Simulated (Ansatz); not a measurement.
# Relaxed lattice of C against the k-mesh

Method: DFT PBE, scalar-relativistic, plane waves, PAW (Ansatz). Each run relaxes cell and atoms to zero pressure from this start:

```
CELL_PARAMETERS angstrom
1.22805 -2.12706 0.00000
1.22805 2.12706 0.00000
0.00000 0.00000 7.17327
ATOMIC_POSITIONS crystal
C 0.08338 0.91662 0.75314
C 0.58338 0.41662 0.24686
C 0.91662 0.08338 0.24686
C 0.41662 0.58338 0.75314
```

```
plane-wave cutoff : 420 eV
occupation rule   : Gaussian smearing, 0.1 eV
spin treatment    : unpolarised
```

Lengths are those of the cell as run.

Order by relaxed volume, smallest first.
A. 1×1×1
B. 12×12×4
C. 6×6×2
D. 18×18×6
E. 3×3×1

E (8.80 Å³/atom), C (10.52 Å³/atom), B (11.05 Å³/atom), D (11.23 Å³/atom), A (14.30 Å³/atom).

| k-mesh | a (Å) | c (Å) | volume (Å³/atom) | gap on mesh (eV) |
| --- | --- | --- | --- | --- |
| 1×1×1 | 2.529 | 10.325 | 14.30 | 5.46 |
| 3×3×1 | 2.471 | 6.635 | 8.80 | 0.50 |
| 6×6×2 | 2.467 | 7.979 | 10.52 | 0.08 |
| 12×12×4 | 2.467 | 8.388 | 11.05 | metal |
| 18×18×6 | 2.467 | 8.529 | 11.23 | metal |

This form isn't the element's structure at ambient conditions.

Cost: 5 runs of about 6.4 core-minutes in all, on Arm Neoverse V1 (shared hosts).